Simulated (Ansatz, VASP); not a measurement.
# AlN in two plane-wave programs, part 2 of 3

Aim: how closely do two programs agree when they are given the same cell, functional and k mesh? The cell is taken from a series of runs on this material, whose earlier steps may have relaxed, scaled, displaced or heated it; both programs get it as it stands.

VASP 6.6.1 and Ansatz 0.2.0.

So far: The structure; Ansatz: zone-centre phonons, LDA, pair 1.

### 3. VASP: zone-centre phonons, LDA, pair 1

Level of this step: LDA; plane waves and PAW (N, Al) (VASP).

The same cell, functional (in two slightly different forms) and mesh now go to VASP, with its own data sets.

Lines of VASP's logs that name or quote its potential files are left out, and so is its time.

INCAR reads:

```
SYSTEM = AlN
PREC = Accurate
ENCUT = 600
EDIFF = 1E-08
NELM = 120
ISMEAR = 0
SIGMA = 0.01
LREAL = .FALSE.
ALGO = Normal
GGA = PW92
NBANDS = 10
LORBIT = 11
LWAVE = .FALSE.
LCHARG = .FALSE.
ISIF = 2
IBRION = 8
LEPSILON = .TRUE.
LASPH = .TRUE.
GGA_COMPAT = .FALSE.
EFERMI = MIDGAP
KPAR = 2
```

POSCAR reads:

```
AlN
1.0
   -0.0785865655      2.1792997837      2.1792997837
    2.1792997837     -0.0785865655      2.1792997837
    2.1792997837      2.1792997837     -0.0785865655
N Al
1 1
Direct
    0.2522797461      0.2522797461      0.2522797461
    0.9977202539      0.9977202539      0.9977202539
```

KPOINTS reads:

```
Automatic mesh
0
Gamma
12 12 12
0 0 0
```

PAW data sets: N and Al (LDA family, release 64).

Command:

```bash
$ mpirun -np 2 vasp_std
```

Numbers of over 12 decimals in the logs are rounded to 6 here.

The log of the run:

```text
[banner, memory and clock lines left out]
running    2 mpi-ranks, on    1 nodes
 distrk:  each k-point on    1 cores,    2 groups
 distr:  one band on    1 cores,    1 groups

 POSCAR found type information on POSCAR N Al
 POSCAR found :  2 types and       2 ions
|                                                                             |
|               ----> ADVICE to this user running VASP <----                  |
|                                                                             |
|     You enforced a specific xc type in the INCAR file but a different       |
|     [... a line on the potential file left out ...]
|     I HOPE YOU KNOW WHAT YOU ARE DOING!                                     |
|                                                                             |

 LDA part: xc-table for (Slater(with rela. corr.)+PW92), standard interpolation
 POSCAR, INCAR and KPOINTS ok, starting setup
 FFT: planning ... GRIDC
 FFT: planning ... GRID_SOFT
 FFT: planning ... GRID
 WAVECAR not read
 entering main loop
       N       E                     dE             d eps       ncg     rms          rms(c)
DAV:   1     0.122757444105E+02    0.12276E+02   -0.42737E+03  3844   0.752E+02
DAV:   2    -0.177796838741E+02   -0.30055E+02   -0.28345E+02  4570   0.138E+02
DAV:   3    -0.187424677743E+02   -0.96278E+00   -0.96114E+00  4466   0.241E+01
DAV:   4    -0.187467808953E+02   -0.43131E-02   -0.43129E-02  4288   0.191E+00
DAV:   5    -0.187468177614E+02   -0.36866E-04   -0.36866E-04  4346   0.172E-01    0.844E+00
DAV:   6    -0.163669840447E+02    0.23798E+01   -0.13518E+01  4030   0.190E+01    0.293E+00
DAV:   7    -0.163228857026E+02    0.44098E-01   -0.89456E-02  4246   0.272E+00    0.187E+00
DAV:   8    -0.162933986160E+02    0.29487E-01   -0.36098E-02  4120   0.181E+00    0.384E-01
DAV:   9    -0.162928772004E+02    0.52142E-03   -0.18528E-03  4316   0.292E-01    0.182E-01
DAV:  10    -0.162928925619E+02   -0.15361E-04   -0.12840E-04  4152   0.869E-02    0.362E-02
DAV:  11    -0.162928894313E+02    0.31305E-05   -0.58528E-06  4190   0.204E-02    0.470E-03
DAV:  12    -0.162928894666E+02   -0.35294E-07   -0.44649E-07  4302   0.520E-03    0.317E-03
DAV:  13    -0.162928894616E+02    0.50607E-08   -0.31025E-08  3982   0.145E-03
   1 F= -.16292889E+02 E0= -.16292889E+02  d E =0.000000E+00
 Linear response reoptimize wavefunctions to high precision
DAV:   1    -0.162928894597E+02    0.19105E-08   -0.74472E-09  4246   0.648E-04
DAV:   2    -0.162928894597E+02   -0.10004E-10   -0.45836E-11  2092   0.670E-05
 Linear response G [H, r] |phi>, progress :
  Direction:   1
       N       E                     dE             d eps       ncg     rms
RMM:   1    -0.341907398252E+02   -0.34191E+02    0.22322E+00  9223   0.487E+01
RMM:   2    -0.301325822157E+02    0.40582E+01   -0.13939E+00  6092   0.888E+00
RMM:   3    -0.301283863079E+02    0.41959E-02   -0.17476E-02  6206   0.819E-01
RMM:   4    -0.301277801403E+02    0.60617E-03   -0.70674E-04  6531   0.100E-01
RMM:   5    -0.301277293395E+02    0.50801E-04   -0.39012E-05  6590   0.142E-02
RMM:   6    -0.301277266558E+02    0.26837E-05   -0.95187E-06  6878   0.238E-03
RMM:   7    -0.301277258714E+02    0.78435E-06   -0.36999E-06  6772   0.722E-04
RMM:   8    -0.301277258083E+02    0.63185E-07   -0.86027E-07  5582   0.478E-04
RMM:   9    -0.301277258119E+02   -0.36710E-08   -0.60127E-07  4841   0.457E-04
RMM:  10    -0.301277258135E+02   -0.15288E-08    0.61834E-08  4442   0.456E-04
 Linear response G [H, r] |phi>, progress :
  Direction:   2
       N       E                     dE             d eps       ncg     rms
RMM:   1    -0.329218883086E+02   -0.32922E+02    0.51558E-01  9439   0.478E+01
RMM:   2    -0.311779155300E+02    0.17440E+01   -0.12693E+00  6029   0.849E+00
RMM:   3    -0.311742866927E+02    0.36288E-02   -0.16922E-02  6194   0.797E-01
RMM:   4    -0.311736337152E+02    0.65298E-03   -0.77368E-04  6496   0.989E-02
RMM:   5    -0.311735758407E+02    0.57874E-04   -0.44666E-05  6604   0.140E-02
RMM:   6    -0.311735726456E+02    0.31951E-05   -0.97181E-06  6909   0.240E-03
RMM:   7    -0.311735717686E+02    0.87703E-06   -0.81595E-07  6862   0.716E-04
RMM:   8    -0.311735717139E+02    0.54657E-07    0.12305E-09  5614   0.469E-04
RMM:   9    -0.311735717160E+02   -0.20941E-08   -0.24741E-07  4758   0.449E-04
RMM:  10    -0.311735717209E+02   -0.48775E-08   -0.37168E-07  4345   0.448E-04
RMM:  11    -0.311735717609E+02   -0.40034E-07   -0.11094E-05  3721   0.448E-04
 Linear response G [H, r] |phi>, progress :
  Direction:   3
       N       E                     dE             d eps       ncg     rms
RMM:   1    -0.281444090529E+02   -0.28144E+02    0.68978E+01  9133   0.487E+01
RMM:   2    -0.259661529244E+02    0.21783E+01   -0.12119E+00  6059   0.847E+00
RMM:   3    -0.259690335039E+02   -0.28806E-02   -0.11367E-02  6166   0.782E-01
RMM:   4    -0.259689898800E+02    0.43624E-04   -0.22670E-04  6478   0.951E-02
RMM:   5    -0.259689835197E+02    0.63603E-05   -0.11465E-05  6626   0.139E-02
RMM:   6    -0.259689830116E+02    0.50807E-06   -0.32527E-06  6827   0.246E-03
RMM:   7    -0.259689829210E+02    0.90640E-07   -0.26962E-06  6675   0.827E-04
RMM:   8    -0.259689828690E+02    0.52012E-07   -0.20071E-06  5532   0.580E-04
RMM:   9    -0.259689828742E+02   -0.52817E-08   -0.20450E-06  4779   0.556E-04
[...]
RMM:   5    -0.177666067714E+00   -0.14115E-08   -0.65354E-09  6184   0.385E-04
 change of polarisation eV/A/(eV/A) component  3 :     0.011    -0.095     0.355
 dielectric tensor                  component  3 :     0.088    -0.789     3.947
 Linear response to external field, progress :
  Direction:   1
       N       E                     dE             d eps       ncg     rms          rms(c)
RMM:   1    -0.229907422703E+00   -0.22991E+00   -0.85192E-01 21891   0.219E+00
RMM:   2    -0.236279089993E+00   -0.63717E-02   -0.18249E-03 15479   0.271E-01    0.721E-01
RMM:   3    -0.229119717640E+00    0.71594E-02   -0.35831E-03 15097   0.383E-01    0.422E-01
RMM:   4    -0.236903095439E+00   -0.77834E-02   -0.51137E-03 15334   0.473E-01    0.501E-02
RMM:   5    -0.237909574246E+00   -0.10065E-02   -0.66508E-05 15909   0.670E-02    0.163E-02
RMM:   6    -0.238217045084E+00   -0.30747E-03   -0.39673E-06 16314   0.146E-02    0.547E-03
RMM:   7    -0.238281018324E+00   -0.63973E-04   -0.23762E-07 16182   0.357E-03    0.480E-04
RMM:   8    -0.238286157380E+00   -0.51391E-05   -0.10867E-08 16871   0.658E-04    0.151E-04
RMM:   9    -0.238287023651E+00   -0.86627E-06   -0.24964E-09 14769   0.114E-04    0.160E-05
RMM:  10    -0.238286807977E+00    0.21567E-06   -0.54347E-10  9360   0.317E-05    0.334E-06
 change of polarisation eV/A/(eV/A) component  1 :     0.444     0.043    -0.057
 dielectric tensor                  component  1 :     4.686     0.356    -0.472
 Linear response to external field, progress :
  Direction:   2
       N       E                     dE             d eps       ncg     rms          rms(c)
RMM:   1    -0.229934315195E+00   -0.22993E+00   -0.85219E-01 21889   0.219E+00
RMM:   2    -0.236279110682E+00   -0.63448E-02   -0.18215E-03 15479   0.271E-01    0.721E-01
RMM:   3    -0.229119742416E+00    0.71594E-02   -0.35830E-03 15098   0.383E-01    0.422E-01
RMM:   4    -0.236904034696E+00   -0.77843E-02   -0.51148E-03 15334   0.473E-01    0.501E-02
RMM:   5    -0.237910840882E+00   -0.10068E-02   -0.66614E-05 15910   0.671E-02    0.162E-02
RMM:   6    -0.238217174480E+00   -0.30633E-03   -0.39434E-06 16315   0.145E-02    0.547E-03
RMM:   7    -0.238281163154E+00   -0.63989E-04   -0.23792E-07 16168   0.357E-03    0.476E-04
RMM:   8    -0.238286271054E+00   -0.51079E-05   -0.11830E-08 16867   0.654E-04    0.151E-04
RMM:   9    -0.238287136686E+00   -0.86563E-06   -0.12493E-09 14731   0.113E-04    0.160E-05
RMM:  10    -0.238286921083E+00    0.21560E-06   -0.73564E-10  9376   0.312E-05    0.333E-06
 change of polarisation eV/A/(eV/A) component  2 :     0.022     0.444    -0.036
 dielectric tensor                  component  2 :     0.181     4.686    -0.297
 Linear response to external field, progress :
  Direction:   3
       N       E                     dE             d eps       ncg     rms          rms(c)
RMM:   1    -0.229916790676E+00   -0.22992E+00   -0.85201E-01 21888   0.219E+00
RMM:   2    -0.236279086593E+00   -0.63623E-02   -0.18217E-03 15480   0.271E-01    0.721E-01
RMM:   3    -0.229119730008E+00    0.71594E-02   -0.35836E-03 15093   0.383E-01    0.422E-01
RMM:   4    -0.236903359813E+00   -0.77836E-02   -0.51147E-03 15331   0.473E-01    0.501E-02
RMM:   5    -0.237909939611E+00   -0.10066E-02   -0.66520E-05 15908   0.670E-02    0.163E-02
RMM:   6    -0.238217015894E+00   -0.30708E-03   -0.39494E-06 16310   0.146E-02    0.547E-03
RMM:   7    -0.238280984190E+00   -0.63968E-04   -0.23721E-07 16168   0.357E-03    0.479E-04
RMM:   8    -0.238286117000E+00   -0.51328E-05   -0.96468E-09 16855   0.657E-04    0.151E-04
RMM:   9    -0.238286983688E+00   -0.86669E-06   -0.12923E-09 14762   0.114E-04    0.161E-05
RMM:  10    -0.238286768283E+00    0.21540E-06   -0.63937E-10  9340   0.313E-05    0.334E-06
 change of polarisation eV/A/(eV/A) component  3 :     0.043    -0.057     0.444
 dielectric tensor                  component  3 :     0.353    -0.470     4.686
 Linear response DOF=           2
 Linear response progress:
  Degree of freedom:   1/  2
       N       E                     dE             d eps       ncg     rms          rms(c)
RMM:   1    -0.231020977270E+00   -0.23102E+00    0.19491E-01 18393   0.326E+00
RMM:   2    -0.230807123301E+00    0.21385E-03   -0.21233E-03 14850   0.394E-01    0.168E-01
RMM:   3    -0.231638031598E+00   -0.83091E-03   -0.60744E-04 14138   0.166E-01    0.846E-02
RMM:   4    -0.233326736739E+00   -0.16887E-02   -0.56808E-04 14511   0.153E-01    0.208E-02
RMM:   5    -0.233324903862E+00    0.18329E-05   -0.15099E-05 15970   0.287E-02    0.188E-03
RMM:   6    -0.233337938939E+00   -0.13035E-04   -0.13445E-07 16365   0.264E-03    0.920E-04
RMM:   7    -0.233336788102E+00    0.11508E-05   -0.31345E-08 16240   0.581E-04    0.111E-04
RMM:   8    -0.233336357731E+00    0.43037E-06   -0.93030E-09 16547   0.102E-04    0.252E-05
RMM:   9    -0.233336275020E+00    0.82711E-07   -0.70455E-09 17156   0.536E-05    0.196E-06
RMM:  10    -0.233336317450E+00   -0.42430E-07   -0.75750E-09 16161   0.374E-05    0.970E-07
RMM:  11    -0.233336310739E+00    0.67110E-08    0.32806E-09 13098   0.352E-05    0.803E-08
 first order change of Fermi-energy   0.82376E+00
 force on displaced ion       1 direction 1 : -12.546  -0.731  -0.731
 Born effective charge ion    1 direction 1 :  -2.543   0.015   0.015
 Linear response progress:
  Degree of freedom:   2/  2
       N       E                     dE             d eps       ncg     rms          rms(c)
RMM:   1    -0.577569035233E-02   -0.57757E-02   -0.34244E-03 22875   0.674E-01
RMM:   2    -0.520910713585E-02    0.56658E-03   -0.21050E-04 14691   0.117E-01    0.832E-02
RMM:   3    -0.511350701292E-02    0.95600E-04   -0.55865E-05 15450   0.483E-02    0.451E-02
RMM:   4    -0.511066739111E-02    0.28396E-05   -0.41393E-05 15428   0.408E-02    0.880E-03
RMM:   5    -0.511111307106E-02   -0.44568E-06   -0.86475E-07 15871   0.466E-03    0.341E-03
RMM:   6    -0.510842899969E-02    0.26841E-05   -0.72717E-08 15627   0.314E-03    0.447E-04
RMM:   7    -0.510722579374E-02    0.12032E-05   -0.76386E-08 16017   0.516E-04    0.530E-05
RMM:   8    -0.510716669643E-02    0.59097E-07   -0.10434E-08 16402   0.589E-05    0.287E-05
RMM:   9    -0.510717132337E-02   -0.46269E-08   -0.53433E-10 16674   0.192E-05    0.191E-06
 first order change of Fermi-energy  -0.82318E+00
 force on displaced ion       2 direction 1 : -12.545  -0.731  -0.731
 Born effective charge ion    2 direction 1 :   2.543  -0.015  -0.015
 Born effective charges drift removed
 Linear response finished
```

From OUTCAR (step 3):

```text
ion  position               nearest neighbor table
   1  0.252  0.252  0.252-   2 1.89   2 1.93   2 1.93   2 1.93
   2  0.998  0.998  0.998-   1 1.89   1 1.93   1 1.93   1 1.93

  LATTYP: Found a trigonal (rhomboedric) cell.
 ALAT       =     3.0829970715
 COS(alpha) =     0.4636380866

 Subroutine GETGRP returns: Found  6 space group operations
 (whereof  6 operations were pure point group operations)

The static configuration has the point symmetry C_3v.

 Found    189 irreducible k-points:

   k-points           NKPTS =    189   k-points in BZ     NKDIM =    189   number of bands    NBANDS=     10

   dimension x,y,z NGX =    28 NGY =   28 NGZ =   28
   dimension x,y,z NGXF=    56 NGYF=   56 NGZF=   56

   ENCUT  =  600.0 eV  44.10 Ry    6.64 a.u.   6.16  6.16  6.16*2*pi/ulx,y,z

   NELECT =       8.0000    total number of electrons

 k-points in reciprocal lattice and weights: Automatic mesh
   0.00000000  0.00000000  0.00000000       0.001
   0.08333333 -0.00000000 -0.00000000       0.003
   0.16666667 -0.00000000 -0.00000000       0.003
   0.25000000  0.00000000  0.00000000       0.003
   0.33333333  0.00000000 -0.00000000       0.003
   0.41666667  0.00000000 -0.00000000       0.003
   0.50000000  0.00000000  0.00000000       0.002
   0.08333333  0.08333333 -0.00000000       0.003
   0.16666667  0.08333333  0.00000000       0.007
[...]
-0.41666667  0.50000000  0.41666667       0.003
   0.50000000  0.50000000  0.50000000       0.001

 average (electrostatic) potential at core
       1 -60.4020       2 -70.5493

  Total       -1.5756397     -1.5756397     -1.5756397      0.8111010      0.8111010      0.8111010
  in kB     -115.6959739   -115.6959739   -115.6959739     59.5574723     59.5574723     59.5574723
  external PRESSURE =    -115.6959739 kB  Pullay stress =       0.0000000 kB

  energy-cutoff  :      600.00
  volume of cell :       21.82
      direct lattice vectors                 reciprocal lattice vectors
    -0.078586565  2.179299784  2.179299784    -0.217380009  0.225512079  0.225512079
     2.179299784 -0.078586565  2.179299784     0.225512079 -0.217380009  0.225512079
     2.179299784  2.179299784 -0.078586565     0.225512079  0.225512079 -0.217380009

 POSITION                                       TOTAL-FORCE (eV/Angst)
 -----------------------------------------------------------------------------------
      1.07976      1.07976      1.07976         0.005883      0.005883      0.005883
      4.27026      4.27026      4.27026        -0.005883     -0.005883     -0.005883
 -----------------------------------------------------------------------------------
    total drift:                               -0.000131     -0.000131     -0.000131

 MACROSCOPIC STATIC DIELECTRIC TENSOR (including local field effects in DFT)
 ------------------------------------------------------
           4.685842    -0.058195    -0.058195
          -0.058195     4.685842    -0.058195
          -0.058195    -0.058195     4.685842
 ------------------------------------------------------

 PIEZOELECTRIC TENSOR (including local field effects)  for field in x, y, z        (C/m^2)
          XX          YY          ZZ          XY          YZ          ZX
  --------------------------------------------------------------------------------
  x    -0.00248     0.03006     0.03006     0.03501    -0.63686     0.03501
  y     0.03006    -0.00248     0.03006     0.03501     0.03501    -0.63686
  z     0.03006     0.03006    -0.00248    -0.63686     0.03501     0.03501

 BORN EFFECTIVE CHARGES (including local field effects) (in |e|, cummulative output)
 ---------------------------------------------------------------------------------
 ion    1
    1    -2.54266     0.01543     0.01543
    2     0.01543    -2.54266     0.01543
    3     0.01543     0.01543    -2.54266
 ion    2
    1     2.54266    -0.01543    -0.01543
    2    -0.01543     2.54266    -0.01543
    3    -0.01543    -0.01543     2.54266

 Eigenvectors and eigenvalues of the dynamical matrix
 ----------------------------------------------------

   1 f  =   19.271961 THz   121.089304 2PiTHz  642.843434 cm-1    79.702392 meV
             X         Y         Z           dx          dy          dz
      1.079761  1.079761  1.079761     0.468463    0.468463    0.468463
      4.270256  4.270256  4.270256    -0.337455   -0.337455   -0.337455

   2 f  =   17.698713 THz   111.204294 2PiTHz  590.365520 cm-1    73.195963 meV
             X         Y         Z           dx          dy          dz
      1.079761  1.079761  1.079761    -0.573743    0.573743    0.000000
      4.270256  4.270256  4.270256     0.413302   -0.413302   -0.000000

   3 f  =   17.698713 THz   111.204294 2PiTHz  590.365520 cm-1    73.195963 meV
             X         Y         Z           dx          dy          dz
      1.079761  1.079761  1.079761     0.331251    0.331251   -0.662502
      4.270256  4.270256  4.270256    -0.238620   -0.238620    0.477240

   4 f/i=    0.000007 THz     0.000042 2PiTHz    0.000222 cm-1     0.000027 meV
             X         Y         Z           dx          dy          dz
      1.079761  1.079761  1.079761    -0.169123   -0.301917    0.471042
      4.270256  4.270256  4.270256    -0.234775   -0.419119    0.653898

   5 f/i=    0.000007 THz     0.000042 2PiTHz    0.000222 cm-1     0.000028 meV
             X         Y         Z           dx          dy          dz
      1.079761  1.079761  1.079761     0.446268   -0.369600   -0.076669
      4.270256  4.270256  4.270256     0.619506   -0.513076   -0.106431

   6 f/i=    0.000208 THz     0.001310 2PiTHz    0.006953 cm-1     0.000862 meV
             X         Y         Z           dx          dy          dz
      1.079761  1.079761  1.079761     0.337456    0.337455    0.337454
      4.270256  4.270256  4.270256     0.468464    0.468463    0.468462

 MACROSCOPIC STATIC DIELECTRIC TENSOR IONIC CONTRIBUTION
 ------------------------------------------------------
           4.307404    -0.286085    -0.286085
          -0.286085     4.307404    -0.286085
          -0.286085    -0.286085     4.307404
 ------------------------------------------------------

 ELASTIC MODULI CONTR FROM IONIC RELAXATION (kBar)
 Direction    XX          YY          ZZ          XY          YZ          ZX
 --------------------------------------------------------------------------------
 XX         -20.9239    -18.9292    -18.9292    -44.2444    -61.0129    -44.6977
 YY         -18.9292    -20.9239    -18.9292    -44.6977    -44.2444    -61.0129
 ZZ         -18.9292    -18.9292    -20.9239    -61.0129    -44.6977    -44.2444
 XY         -44.2444    -44.6977    -61.0129   -219.0198    -81.7594    -81.7594
 YZ         -61.0129    -44.2444    -44.6977    -81.7594   -219.0198    -81.7594
 ZX         -44.6977    -61.0129    -44.2444    -81.7594    -81.7594   -219.0198
 --------------------------------------------------------------------------------

 PIEZOELECTRIC TENSOR IONIC CONTR  for field in x, y, z        (C/m^2)
          XX          YY          ZZ          XY          YZ          ZX
  --------------------------------------------------------------------------------
  x     0.20702     0.11695     0.11695     0.11571     0.87290     0.13618
  y     0.11695     0.20702     0.11695     0.13618     0.11571     0.87290
  z     0.11695     0.11695     0.20702     0.87290     0.13618     0.11571
```

### 4. Side by side

Known differences besides the potentials themselves: fixed occupations in Ansatz, narrow Gaussian smearing in VASP; the cutoff is 420 eV in Ansatz and 600 eV in VASP; VASP's log shows a relativistic correction to its local exchange, Ansatz's none. Total energies have different zeros and are not compared.

The two programs side by side:

```tsv
quantity	Ansatz	VASP	difference
ε∞ xx	4.69	4.69	+0.11 %
ε∞ yy	4.69	4.69	+0.11 %
ε∞ zz	4.69	4.69	+0.11 %
Born charge of N1 (mean of the diagonal) (e)	-2.56	-2.54	-0.01
Born charge of Al2 (mean of the diagonal) (e)	2.56	2.54	+0.01
optical mode 1 to 2 (cm⁻¹)	586.0	590.4	-0.74 %
optical mode 3 (cm⁻¹)	637.9	642.8	-0.77 %
```

Modes are paired by rising frequency, not by their patterns, so a pair may set unlike modes beside each other; they are those without the splitting of longitudinal modes.

[end of part 2 of 3]

[Lines on the potential files, build, host, timing and source positions are cut from VASP's logs without a mark.]

[Logs are printed without paths, hosts, clocks, repeated set-up lines and the standing remarks that a program may print on its own settings, such as how far it seeks lower states.]

[Hosts, paths, dates, database ids (printed as entryN), source tags and the programs' standing remarks are cut or masked in the printed files.]
